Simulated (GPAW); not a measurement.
Wanted: an ASE script for a GPAW 26.7.0 run.

```yaml
Task: relaxation of cell and atoms
Functional: revPBE
Dispersion: D3(BJ)
Potentials_or_basis: the program's PAW data sets (release 1.2.1) made for this functional
Cutoff: 600 eV
Basis: pw
k_mesh: 6 × 6 × 3
Occupations: fermi-dirac, width 0.05 eV
Spin: no spin polarisation
Maxiter: 150
Optimizer: LBFGS
Fmax: 0.05 eV/Å
Max_steps: 100
```

The structure of ZrS2 lies in ZrS2.cif:

```cif
data_ZrS2
_cell_length_a 3.69138255
_cell_length_b 3.69138255
_cell_length_c 6.04107701
_cell_angle_alpha 90.00000000
_cell_angle_beta 90.00000000
_cell_angle_gamma 120.00000000
_space_group_name_H-M_alt 'P1'
_space_group_name_Hall 'P 1'
_space_group_IT_number 1
loop_
_space_group_symop_operation_xyz
'x,y,z'
loop_
_atom_site_label
_atom_site_type_symbol
_atom_site_symmetry_multiplicity
_atom_site_Wyckoff_symbol
_atom_site_fract_x
_atom_site_fract_y
_atom_site_fract_z
_atom_site_occupancy
Zr1 Zr 1 a 0.0000000000 0.0000000000 0.0000000000 1
S1 S 1 a 0.3333333333 0.6666666667 0.2379099700 1
S2 S 1 a 0.6666666667 0.3333333333 0.7620900300 1
```

The cell is a database's computed one.

One way to write it, as run:

run.py

```python
from ase.calculators.mixing import SumCalculator
from ase.filters import FrechetCellFilter
from ase.io import read, write
from ase.optimize import LBFGS
from dftd3.ase import DFTD3
from gpaw import GPAW, PW

atoms = read('ZrS2.cif')

calc = GPAW(mode=PW(600),
            xc='revPBE',
            kpts={'size': (6, 6, 3), 'gamma': True},
            occupations={'name': 'fermi-dirac', 'width': 0.05},
            nbands=24,
            convergence={'density': 1e-05, 'energy': 1e-05},
            maxiter=150,
            txt='gpaw.txt')
atoms.calc = SumCalculator([calc, DFTD3(method='revpbe', damping='d3bj')])
opt = LBFGS(FrechetCellFilter(atoms), trajectory='relax.traj', logfile='-')
done = opt.run(fmax=0.05, steps=100)
calc.write('gs.gpw')
write('result.traj', atoms)
print('Converged:', done)
print('Cell:', atoms.cell.cellpar().round(4))
print('Volume:', round(atoms.get_volume(), 4))
print(atoms.get_scaled_positions().round(5))
```

Potentials or basis: the program's PAW data sets (release 1.2.1) made for this functional, pw.

Launch:

```bash
$ OMP_NUM_THREADS=1 python run.py
```

It gave:

```json
{
  "Relaxed volume": "20.95 Å³/atom",
  "Relaxed cell": "a = 3.614 Å, b = 3.614 Å, c = 5.558 Å, α = 90.00°, β = 90.00°, γ = 120.00°",
  "Space group after relaxing (to 0.05 Å)": "P-3m1 (No. 164)",
  "Energy gained by relaxing": "34.0 meV/atom",
  "Ionic steps": "11",
  "Pressure after relaxing": "-0.1 GPa",
  "Largest force after relaxing": "0.007 eV/Å",
  "Band gap on the k mesh": "0.56 eV, indirect (least direct gap 1.27 eV)",
  "Dispersion energy per atom": "-0.731 eV"
}
```

Caveat: later steps reuse the first step's grids; an odd mesh through Γ misses points on the zone boundary, where band edges often lie.

It took 2.3 min on 1 thread of Arm Neoverse V2 (shared host), peak memory 0.28 GiB.
